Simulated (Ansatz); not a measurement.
## NaI (model cell, started as CsCl type): following an unstable mode

Which phase does NaI (model cell, started as CsCl type) fall into along its unstable mode, and how much energy does it gain?

Main program and level: Ansatz 0.2.0; DFT PBEsol, scalar-relativistic, plane waves, PAW.

The structure was built from a prototype and need not be the compound's stable phase.

## (1) Starting point

Symmetry: Pm-3m, No. 221, cubic system. The conventional cell has a = 3.987 Å, b = 3.987 Å, c = 3.987 Å, α = 90.00°, β = 90.00°, γ = 90.00°. Na has 8 I at 3.45 Å nearest. Nearest to I lie 8 Na at 3.45 Å. Farther neighbours and most contacts between anions are not listed.

## (2) Phonons on a q mesh

The cell comes from relaxations at this level that are not shown. Stability and thermal properties need the whole zone. Linear response on a 4×4×4 q mesh gives force constants as far as a supercell of that size would, and the tensors from the zone-centre run are typed in so that the long-range dipole term is interpolated apart.

The input, input.yaml:

```yaml
crystal:
  lattice:
    - [3.987300671, 0.0, 0.0]
    - [0.0, 3.987300671, 0.0]
    - [0.0, 0.0, 3.987300671]
  atoms:
    - { symbol: Na, position: [0.0, 0.0, 0.0] }
    - { symbol: I, position: [0.5, 0.5, 0.5] }
kpoints:
  mp_grid: { grid: [8, 8, 8] }
hamiltonian:
  xc: pbesol
scf:
  occupations: { method: fixed }
output:
  eigenvalues: true
phonons:
  method: dfpt
  qmesh: [4, 4, 4]
  temperatures: { t_max: 1000, t_step: 50 }
  qpath:
    path:
      - [[0.0, 0.0, 0.0], [0.0, 0.5, 0.0], [0.5, 0.5, 0.0], [0.0, 0.0, 0.0], [0.5, 0.5, 0.5], [0.0, 0.5, 0.0]]
      - [[0.5, 0.5, 0.5], [0.5, 0.5, 0.0]]
    npoints: 10
  non_analytic_term:
    high_frequency_dielectric_tensor: [[3.8445, 0.0, 0.0], [0.0, 3.8445, 0.0], [0.0, 0.0, 3.8445]]
    born_effective_charges:
      - { species: Na, tensor: [[1.3253, 0.0, 0.0], [0.0, 1.3253, 0.0], [0.0, 0.0, 1.3253]] }
      - { species: I, tensor: [[-1.3253, 0.0, 0.0], [0.0, -1.3253, 0.0], [0.0, 0.0, -1.3253]] }
    source: "zone-centre run at this cell"
```

Started as:

```bash
> ansatz run input.yaml --threads 4 --pin off --max-ram 7168MiB --backend cpu --events-out ev --progress --plain --runs-dir out
```

Numbers of over 12 decimals in the logs are rounded to 6 here.

The log of the run:

```text
Engine: ansatz 0.2.0, x86_64-unknown-linux-gnu
Pseudopotentials: kind: paw
Pseudopotential: Na, paw, valence charge 9, recommended cutoff 420 eV (normal), Na.paw.azcp
Pseudopotential: I, paw, valence charge 17, recommended cutoff 420 eV (normal), I.paw.azcp
Functional definition: PBEsol
  exchange = pbesol_x
  correlation = pbesol_c
Crystal: 2 atoms, lattice volume = 63.392 Å³
Basis set: ecut = 420 eV, 1237 PW (Γ), exchange–correlation on 54×54×54 points (8 copies of the dense FFT grid, shifted against one another)
Bands: 17, of which v1, the nominal top of the filled ones, is band 13 counted from 1 (12 counted from 0)
Symmetry: 48 space group operations
k-points: 35 of 512
Non-local potential: Na, projectors of the file, l = 0: 3, l = 1: 2, l = 2: 1
Non-local potential: I, projectors of the file, l = 0: 2, l = 1: 2, l = 2: 2, l = 3: 2
PAW form: soft (Blöchl's): semilocal exchange-correlation on the pseudo side does not see the compensation charge
PAW frozen core: Na, regenerated for the run's functional, and the local potential with it (the file was generated under x = pbe(κ = 0.804, μ = 0.219515), c = pbe(β = 0.066725))
PAW frozen core: I, regenerated for the run's functional, and the local potential with it (the file was generated under x = pbe(κ = 0.804, μ = 0.219515), c = pbe(β = 0.066725))
PAW one-centre angular grid: Na, 110 points (default); XC on 64 Gauss nodes
PAW one-centre angular grid: I, 590 points (default); XC on 64 Gauss nodes
Initial density: superposition of atomic densities (neutral atoms: chi_scale 0, normalization atom), corrected by the library's trained network
Initial wavefunctions: pseudopotential atomic-orbital guess
Functional: x = pbesol(κ = 0.804, μ = 0.123457), c = pbesol(β = 0.046)
SCF iter   1: F=—  HF=-8910.410302 eV  |F-HF|=—  |Δ(HF+E_count)|=         —  Δρ=1.92e-3  dr2=1.27e-3  ethr=1.77e-3  ⟨swp⟩=5.0  Hψ=2629  notcnv=0  defer=61
preconditioner: auto → Resta (q_TF=auto, 2.352 Å⁻¹)  ε∞=2.6  [insulator: Δε(μ)=2.245 eV  Ē_g=10.408 eV  n_scr=18 (ndim 8)  ℏωp=13.2 eV  f_vac=0.040  ε∞_Penn≈2.6]
SCF iter   2: F=—  HF=-8910.408757 eV  |F-HF|=—  |Δ(HF+E_count)|=   1.54e-3  Δρ=1.19e-3  dr2=1.11e-3  ethr=4.88e-6  ⟨swp⟩=2.2  Hψ=1415  notcnv=0  defer=62
SCF iter   3: F=—  HF=-8910.408537 eV  |F-HF|=—  |Δ(HF+E_count)|=   2.20e-4  Δρ=3.13e-4  dr2=4.80e-5  ethr=4.25e-6  ⟨swp⟩=2.0  Hψ=1093  notcnv=0  defer=62
SCF iter   4: F=—  HF=-8910.408543 eV  |F-HF|=—  |Δ(HF+E_count)|=   6.02e-6  Δρ=1.32e-4  dr2=1.54e-5  ethr=1.85e-7  ⟨swp⟩=2.0  Hψ=1015  notcnv=0  defer=61
SCF iter   5: F=—  HF=-8910.408546 eV  |F-HF|=—  |Δ(HF+E_count)|=   2.82e-6  Δρ=3.70e-5  dr2=1.89e-6  ethr=5.93e-8  ⟨swp⟩=2.0  Hψ=700  notcnv=0  defer=54
SCF iter   6: F=—  HF=-8910.408548 eV  |F-HF|=—  |Δ(HF+E_count)|=   1.74e-6  Δρ=6.29e-6  dr2=4.66e-8  ethr=7.26e-9  ⟨swp⟩=2.0  Hψ=735  notcnv=0  defer=47
SCF iter   7: F=—  HF=-8910.408548 eV  |F-HF|=—  |Δ(HF+E_count)|=   3.98e-9  Δρ=1.02e-6  dr2=1.16e-9  ethr=1.79e-10  ⟨swp⟩=3.0  Hψ=1036  notcnv=0  defer=47
SCF iter   8: F=—  HF=-8910.408548 eV  |F-HF|=—  |Δ(HF+E_count)|=  9.82e-11  Δρ=3.62e-7  dr2=1.28e-10  ethr=4.48e-12  ⟨swp⟩=2.6  Hψ=1138  notcnv=0  defer=47
SCF iter   9: F=-8910.408548 eV  HF=-8910.408548 eV  |F-HF|=1.82e-12  |Δ(HF+E_count)|=  2.36e-11  Δρ=3.26e-8  dr2=1.20e-12  ethr=1.00e-12  ⟨swp⟩=7.3  Hψ=3600  notcnv=0
SCF 1 converged in 9 iterations: F = -8910.408548 eV  dr2 = 1.20e-12
  greatest PAW one-centre occupation: 0.999 electrons in one spin orbital (limit 2), on the Na atom at site 0 (counted from 0), in its partial waves of l = 0
NSCF: frozen V_eff on 35 k-points
NSCF: frozen V_eff on 75 k-points
DFPT response loops at q = (0, 0, 0) (fractional): preconditioner auto → none (the input reference at scf.mixing.eps_inf says where Resta's filter doesn't serve); β = 0.50; Broyden in place of MSR1
NSCF: frozen V_eff on 400 k-points
DFPT response loops at q = (0, 0, 0.25) (fractional): preconditioner auto → Resta (q_TF=auto, 2.352 Å⁻¹)  ε∞=5.1 (no band partly filled); β = 1.00, the filter's whole step (`scf.mixing.beta` (0.50) is not read by the response loops at its default; to damp them type it under 1.00, their step now; it binds the ground state too); Broyden in place of MSR1
NSCF: frozen V_eff on 250 k-points
DFPT response loops at q = (0, 0, -0.5) (fractional): mixed as the last ones told, above
NSCF: frozen V_eff on 640 k-points
DFPT response loops at q = (0, 0.25, 0.25) (fractional): mixed as the last ones told, above
NSCF: frozen V_eff on 400 k-points
DFPT response loops at q = (0, 0.25, -0.5) (fractional): mixed as the last ones told, above
NSCF: frozen V_eff on 250 k-points
DFPT response loops at q = (0, -0.5, -0.5) (fractional): mixed as the last ones told, above
NSCF: frozen V_eff on 576 k-points
DFPT response loops at q = (0.25, 0.25, 0.25) (fractional): mixed as the last ones told, above
NSCF: frozen V_eff on 640 k-points
DFPT response loops at q = (0.25, 0.25, -0.5) (fractional): mixed as the last ones told, above
NSCF: frozen V_eff on 400 k-points
DFPT response loops at q = (0.25, -0.5, -0.5) (fractional): mixed as the last ones told, above
NSCF: frozen V_eff on 150 k-points
DFPT response loops at q = (-0.5, -0.5, -0.5) (fractional): preconditioner auto → none (the input reference at scf.mixing.eps_inf says where Resta's filter doesn't serve); β = 0.50; Broyden in place of MSR1
SCF converged after 9 iterations
Free energy (F): -8910.408548 eV
Harris-Foulkes:  -8910.408548 eV  (|F-HF|=1.82e-12)
Internal energy: -8910.408548 eV  (E = F + TS)
E sigma→0 (E₀):  -8910.408548 eV
Fermi energy:    4.568360 eV
--- Per-component energies (eV) ---
  E_band       = -595.981567
  E_kinetic    = 310.498272
  E_local      = -3208.821233  (includes V_loc(G=0)·N_el)
  E_nonlocal   = 27.247007
  E_hartree    = 1455.241429
  E_xc         = -165.809028
  E_vxc        = -178.418109  (∫ρ·V_xc dr)
  E_paw        = -4990.517741  (= ΣΔE_a)
  E_vpaw       = -456.970304  (= ΣTr[D̂ρ^β])
  E_aug_tail   = -0.000008  (compensation charges beyond the density's cutoff)
  E_ewald      = -2338.714082
  E_core_change = 0.466836  (= ΣΔE_core)
  E_smearing   = -0.000000  (= −TS)
  E_closure    = -0.000000  (closes the sum)
  Σ components = -8910.408548   (vs F -8910.408548, Δ=0.00e0)
--- Band table (eV; the first three rows and the last of 35) ---
  k-point 0: bands = [... 9 lower, -7.4583, 3.8615, 3.8615, 3.8615, 6.8357, 9.9818, 9.9818, 15.9362]
  k-point 1: bands = [... 9 lower, -7.4091, 3.2236, 3.9090, 3.9090, 7.3046, 10.1137, 10.5110, 14.9016]
  k-point 2: bands = [... 9 lower, -7.2844, 2.1575, 4.0292, 4.0292, 8.0361, 10.5010, 11.5186, 13.6604]
  k-point 34: bands = [... 9 lower, -6.4716, 2.3017, 2.3017, 2.3017, 8.5848, 8.5848, 8.5848, 11.2703]
--- Phonons (Γ-DFPT): 2 representative perturbations + reference (Σ response iterations 6) ---
  ASR residual: 5.036e-6 → 0.000e0 eV/Å²; symmetrization residual: 4.514e-6 eV/Å²
  ASR residual per site (eV/Å²): 4.77e-6 5.04e-6
  Γ frequencies (cm⁻¹): 0.00 0.00 0.00 53.25 53.25 53.25
--- Phonons (arbitrary-q DFPT): 10 irreducible q on the 4×4×4 mesh ---
  q = [0.0000, 0.0000, 0.0000] (star 1, of the zone-centre solve; hermiticity 4.45e-5, symmetrization 3.70e-10): -0.00 -0.00 0.00 53.25 53.25 53.25
  q = [0.0000, 0.0000, 0.2500] (star 6, 4 solved perturbations in 640 linear systems a pass and spin channel, the states on 200 of 512 k-point pairs; hermiticity 2.16e-6, symmetrization 6.88e-12): -18.69 -18.69 51.85 51.85 64.97 155.79
  q = [0.0000, 0.0000, -0.5000] (star 3, 4 solved perturbations in 400 linear systems a pass and spin channel, the states on 125 of 512 k-point pairs; hermiticity 4.22e-13, symmetrization 1.58e-11): -31.82 -31.82 52.62 52.62 87.45 165.81
  q = [0.0000, 0.2500, 0.2500] (star 12, 4 solved perturbations in 1000 linear systems a pass and spin channel, the states on 320 of 512 k-point pairs; hermiticity 1.25e-6, symmetrization 1.31e-12): -30.62 49.31 60.09 61.89 72.66 123.48
  q = [0.0000, 0.2500, -0.5000] (star 12, 6 solved perturbations on 200 of 512 k-point pairs; hermiticity 1.59e-6, symmetrization 1.55e-13): -41.40 47.54 55.65 71.44 84.06 120.82
  q = [0.0000, -0.5000, -0.5000] (star 3, 4 solved perturbations in 400 linear systems a pass and spin channel, the states on 125 of 512 k-point pairs; hermiticity 1.17e-6, symmetrization 7.79e-13): -50.51 42.05 77.39 77.39 87.67 87.67
  q = [0.2500, 0.2500, 0.2500] (star 8, 2 solved perturbations on 288 of 512 k-point pairs; hermiticity 4.53e-6, symmetrization 2.78e-11): 55.77 55.77 56.31 74.32 74.32 101.54
  q = [0.2500, 0.2500, -0.5000] (star 12, 4 solved perturbations in 1000 linear systems a pass and spin channel, the states on 320 of 512 k-point pairs; hermiticity 3.24e-6, symmetrization 1.52e-12): 48.25 50.16 69.45 77.67 79.47 104.06
  q = [0.2500, -0.5000, -0.5000] (star 6, 4 solved perturbations in 640 linear systems a pass and spin channel, the states on 200 of 512 k-point pairs; hermiticity 3.42e-6, symmetrization 6.91e-13): 40.77 73.93 73.93 76.35 92.43 92.43
  q = [-0.5000, -0.5000, -0.5000] (star 1, 2 solved perturbations on 75 of 512 k-point pairs; hermiticity 2.19e-12, symmetrization 6.70e-11): 68.40 68.40 68.40 98.84 98.84 98.84
  sum rule: each row above includes the acoustic sum rule's correction from the zone centre's row sums; it moved no ω² by more than (0.24 cm⁻¹)²
  mesh force constants: q→R imaginary residual 2.23e-19; ASR residual 5.036e-6 → 0.000e0 eV/Å²; symmetrization residual 6.661e-16 eV/Å²
  interpolated dispersion: 63 rows × 6 modes
  density of states and harmonic sums: on the 16×16×16 q-mesh, interpolated from the force constants of a 4×4×4 supercell (with the dipole–dipole term of supplied tensors)
  largest difference from the sums on the solved wave vectors: F 5.80e-2 eV, S 6.97e-5 and C_V 1.22e-5 eV/K
  zero-point energy: 0.024086 eV/cell   skipped modes (ω ≤ 0): 111, of them read as no rigid motion or as one in doubt: 108 (6.145e-1 modes/cell left out, lowest -50.51 cm⁻¹)   left out of the sums: 1.03e-1 of the cell's modes: C_V's classical limit lies that fraction below 3 k_B per atom; for a crystal, a wire or a layer, F and S can be off by more, and a phonons.interpolated_qmesh denser along its periods is the remedy for the sampling
```

Wall time 93 s (4 threads of Intel Xeon Platinum 8375C at 2.90GHz (Ice Lake), shared host); peak memory 1.1 GiB; 5.9 min of CPU time.

The column dr2 measures how far the density is from self-consistency, as an energy; F and HF (Harris–Foulkes) agree once it is small.

Numbers from this step:

```
gap on the k-mesh                                       : 2.267 eV
volume per atom                                         : 31.70 Å³
sum-rule residual before enforcement                    : 5.04e-6 eV/Å²
lowest frequency on the path                            : -50.51 cm⁻¹
point group                                             : m-3m
highest frequency on the path or at a solved wavevector : 165.8 cm⁻¹
highest optical mode at the zone centre (no LO-TO term) : 53.25 cm⁻¹
lowest optical zone-centre mode                         : 53.25 cm⁻¹
lowest mode on the q mesh (acoustic modes at Γ apart)   : -50.51 cm⁻¹
```

Frequencies (cm⁻¹) solved at each irreducible wavevector; negative means imaginary. Frequencies by wavevector, by row:

| q in reciprocal lattice units | star | mode 1 | mode 2 | mode 3 | mode 4 | mode 5 | mode 6 |
| --- | --- | --- | --- | --- | --- | --- | --- |
| 0 0 0 | 1 | 0 | 0 | 0 | 53.2 | 53.2 | 53.2 |
| 0 0 0.25 | 6 | -18.7 | -18.7 | 51.9 | 51.9 | 65 | 155.8 |
| 0 0 -0.5 | 3 | -31.8 | -31.8 | 52.6 | 52.6 | 87.5 | 165.8 |
| 0 0.25 0.25 | 12 | -30.6 | 49.3 | 60.1 | 61.9 | 72.7 | 123.5 |
| 0 0.25 -0.5 | 12 | -41.4 | 47.5 | 55.6 | 71.4 | 84.1 | 120.8 |
| 0 -0.5 -0.5 | 3 | -50.5 | 42 | 77.4 | 77.4 | 87.7 | 87.7 |
| 0.25 0.25 0.25 | 8 | 55.8 | 55.8 | 56.3 | 74.3 | 74.3 | 101.5 |
| 0.25 0.25 -0.5 | 12 | 48.2 | 50.2 | 69.5 | 77.7 | 79.5 | 104.1 |
| 0.25 -0.5 -0.5 | 6 | 40.8 | 73.9 | 73.9 | 76.3 | 92.4 | 92.4 |
| -0.5 -0.5 -0.5 | 1 | 68.4 | 68.4 | 68.4 | 98.8 | 98.8 | 98.8 |

Interpolated from a 4×4×4 q mesh, with the LO-TO term (at Γ the limit along the path; where Γ stands inside the path, tables give the limit on arrival). Phonon branches along the path, in cm⁻¹:

| point | branch 1 | branch 2 | branch 3 | branch 4 | branch 5 | branch 6 |
| --- | --- | --- | --- | --- | --- | --- |
| Γ | 0 | 0 | 0 | 53 | 53 | 145 |
| halfway | -19 | -19 | 52 | 52 | 65 | 156 |
| X | -32 | -32 | 53 | 53 | 87 | 166 |
| halfway | -41 | 48 | 56 | 71 | 84 | 121 |
| M | -50 | 42 | 77 | 77 | 88 | 88 |
| halfway | -31 | 49 | 60 | 62 | 73 | 124 |
| Γ | 0 | 0 | 0 | 53 | 53 | 145 |
| halfway | 56 | 56 | 56 | 74 | 74 | 102 |
| R | 68 | 68 | 68 | 99 | 99 | 99 |
| halfway | 48 | 50 | 69 | 78 | 80 | 104 |
| X | -32 | -32 | 53 | 53 | 87 | 166 |
| jump to R | 68 | 68 | 68 | 99 | 99 | 99 |
| halfway | 41 | 74 | 74 | 76 | 92 | 92 |
| M | -50 | 42 | 77 | 77 | 88 | 88 |

The phonon branches as a text plot (rows in cm⁻¹):

```
    161 |    *****                                      **
    152 |  **                                          *
    143 |**       *            ******
    134 |          *          *      **               *
    125 |                    *
    116 |                  **          *             *
    107 |           *                               *
     98 |            *   **             *   ********      ***
     89 |      *****  ***                ****    **    *** * ****
     80 |     *     *******              **        ****     *****
     71 |    *       **  *******       **   ******* **    ****
     62 |   *     ***        *  *   ***  ***     *** **    *  *
     53 |***********         *******   **          **  ***  *  *
     44 |  *       **********  *     ***            *        *  *
     35 |                      *     **              *
     26 | *       *             *   *                 *
     17 |*                       * *
      8 |
     -1 |*                       **
    -10 | **                    *
    -19 |   **                **                       *
    -28 |     ****           *                          **    *
    -37 |         **       **                                  *
    -46 |           *******                                     *
         Γ      X      M          Γ            R        X|R     M
```

Symmetry leaves 10 wavevectors to solve. The lowest mode among them, the acoustic zeros apart, lies at q = (0, -0.5, -0.5) and is imaginary, 50.5i cm⁻¹, so the energy falls along it.

## (3) The mode frozen in, largest atomic shift 0 Å

The mode followed lies at q = (0, -0.5, -0.5) with frequency 50.5i cm⁻¹, the softest among the wavevectors solved. At small amplitude the distorted cell has space group no. 129 by a symmetry search on the positions. The undistorted cell that holds it gives the zero of energy on the same k mesh.

System of this step: NaI (model cell, started as CsCl type). Symmetry: Pm-3m, No. 221, cubic system. The conventional cell has a = 3.987 Å, b = 3.987 Å, c = 3.987 Å, α = 90.00°, β = 90.00°, γ = 90.00°. Nearest to Na lie 8 I at 3.45 Å. Nearest to I lie 8 Na at 3.45 Å. Farther neighbours and most contacts between anions are not listed.

The input, input.yaml:

```yaml
crystal:
  lattice:
    - [-3.987300671, 0.0, 0.0]
    - [0.0, -3.987300671, -3.987300671]
    - [0.0, -3.987300671, 3.987300671]
  atoms:
    - { symbol: Na, position: [0.0, 0.5, 0.5] }
    - { symbol: Na, position: [0.0, 1.0, 1.0] }
    - { symbol: I, position: [0.5, 0.0, 0.5] }
    - { symbol: I, position: [0.5, 0.5, 0.0] }
kpoints:
  mp_grid: { grid: [6, 4, 4] }
hamiltonian:
  xc: pbesol
scf:
  occupations: { method: gaussian, width: 0.02 }
output:
  forces: true
  stress: true
  eigenvalues: true
```

The log of the run:

```text
[...]
Crystal: 4 atoms, lattice volume = 126.785 Å³
Basis set: ecut = 420 eV, 2465 PW (Γ), exchange–correlation on 54×80×80 points (8 copies of the dense FFT grid, shifted against one another)
Bands: 32, of which v1, the nominal top of the filled ones, is band 26 counted from 1 (25 counted from 0)
Symmetry: 32 space group operations
[...]
k-points: 24 of 96
[...]
k-point 0: bands = [... 22 lower, 3.8622, 3.8622, 3.8622, 4.5692, 6.8359, 7.2281, 9.9821, 9.9822, ... 1 higher]
  k-point 1: bands = [... 22 lower, 3.1689, 3.4191, 3.9574, 4.4567, 7.7603, 7.9841, 10.4324, 10.7017, ... 1 higher]
  k-point 2: bands = [... 22 lower, 2.6106, 2.6106, 4.1984, 4.1984, 9.0277, 9.0277, 10.2150, 10.2150, ... 1 higher]
  k-point 23: bands = [... 22 lower, 1.7766, 1.7766, 4.5691, 4.5691, 7.2281, 7.2281, 11.5285, 11.5285, ... 1 higher]
[key lines of the parts left out:]
SCF converged after 7 iterations
Free energy (F): -17820.815679 eV
Fermi energy:    5.702634 eV
P = ⅓ Tr σ = 0.0074 GPa (0.074 kbar)
```

Run time: 1.1 s. Hardware: 4 threads; peak memory 0.51 GiB; 3.6 s of CPU time.

This step gave:

```yaml
pressure: 0.007386 GPa
energy_from_the_undistorted_cell: 0 meV/atom
```

At this level the gap is 2.27 eV on the k-mesh of the self-consistent run, which can miss the band edges.

## (4) The mode frozen in, largest atomic shift 0.6 Å

The atoms are moved along the unstable eigenvector, the largest shift by 0.6 Å, with the cell fixed.

input.yaml, the sections that differ from step 3:

```yaml
crystal:
  lattice:
    - [-3.987300671, 0.0, 0.0]
    - [0.0, -3.987300671, -3.987300671]
    - [0.0, -3.987300671, 3.987300671]
  atoms:
    - { symbol: Na, position: [0.0, 0.5, 0.5] }
    - { symbol: Na, position: [0.0, 1.0, 1.0] }
    - { symbol: I, position: [0.3495222584, 0.0, 0.5] }
    - { symbol: I, position: [0.6504777416, 0.5, 0.0] }
# kpoints, hamiltonian, scf, output: as in step 3
```

The log of the run:

```text
[...]
Crystal: 4 atoms, lattice volume = 126.785 Å³
Basis set: ecut = 420 eV, 2465 PW (Γ), exchange–correlation on 54×80×80 points (8 copies of the dense FFT grid, shifted against one another)
Bands: 32, of which v1, the nominal top of the filled ones, is band 26 counted from 1 (25 counted from 0)
Symmetry: 16 space group operations
[...]
k-points: 24 of 96
[...]
k-point 0: bands = [... 22 lower, 3.4991, 3.4991, 4.0028, 4.2432, 6.9696, 7.3070, 9.9639, 10.2391, ... 1 higher]
  k-point 1: bands = [... 22 lower, 2.8872, 3.1493, 4.0608, 4.2299, 7.9739, 8.0322, 10.2069, 10.5583, ... 1 higher]
  k-point 2: bands = [... 22 lower, 2.4733, 2.4733, 4.1646, 4.1646, 9.2856, 9.2856, 10.1119, 10.1119, ... 1 higher]
  k-point 23: bands = [... 22 lower, 2.0260, 2.0260, 3.3215, 3.3215, 8.7755, 8.7755, 11.1232, 11.1232, ... 1 higher]
[key lines of the parts left out:]
SCF converged after 6 iterations
Free energy (F): -17820.981571 eV
Fermi energy:    5.606433 eV
P = ⅓ Tr σ = 0.5210 GPa (5.210 kbar)
```

Wall time 1.1 s (4 threads); peak memory 0.5 GiB; 3.7 s of CPU time.

This step gave:

| Quantity | Value |
| --- | --- |
| pressure | 0.5210 GPa |
| gap on the k-mesh | 2.726 eV |
| energy from the undistorted cell | -41.47 meV/atom |

The energy, extrapolated to zero smearing, is -41.47 meV/atom against the undistorted cell.

The run ends at a pressure of 0.52 GPa, with forces up to 0.018 eV/Å.

(Continued in part 2 of 3.)

[Logs are printed without paths, hosts, clocks, repeated set-up lines and the standing remarks that a program may print on its own settings, such as how far it seeks lower states.]

[Hosts, paths, dates, database ids (printed as entryN), source tags and the programs' standing remarks are cut or masked in the printed files.]
